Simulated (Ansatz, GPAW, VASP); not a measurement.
## One calculation of CdSe, 3 ways

```
Cd Se
1.0
     0.00000    3.07027    3.07027
     3.07027    0.00000    3.07027
     3.07027    3.07027    0.00000
Cd Se
1 1
Direct
  0.00000 0.00000 0.00000
  0.25000 0.25000 0.25000
```

The cell is a database's computed one, not the measured one.

Alike in all runs: task single point; functional RPBE; k mesh 8 × 8 × 8; occupations gaussian, width 0.05 eV; no spin polarisation; no spin-orbit coupling. Pressure is positive in compression and, in plane waves, holds the error of the finite cutoff.

```tsv
program and potentials	plane-wave cutoff (eV)	notes	band gap (eV)	pressure (GPa)
VASP, PBE PAW files Cd, Se, 520 eV	520	potentials made for PBE	0.72	3.46
Ansatz, all-electron LAPW, scalar-relativistic	-	-	0.73	3.21
GPAW, the program's PAW data sets (release 1.2.1) made for this functional	600	-	0.72	2.98
```

The band gap spans 0.72 (GPAW, the program's PAW data sets (release 1.2.1) made for this functional) to 0.73 eV (Ansatz, all-electron LAPW, scalar-relativistic), with all-electron results at 0.73. The pressure spans 2.98 (GPAW, the program's PAW data sets (release 1.2.1) made for this functional) to 3.46 GPa (VASP, PBE PAW files Cd, Se, 520 eV), with all-electron results at 3.21. Spin-orbit coupling, left out here, moves the band edges of heavy atoms.

The functional is the same throughout but for its coding, so the spread measures potentials, basis and numerics; runs on potential files found faulty are left out.
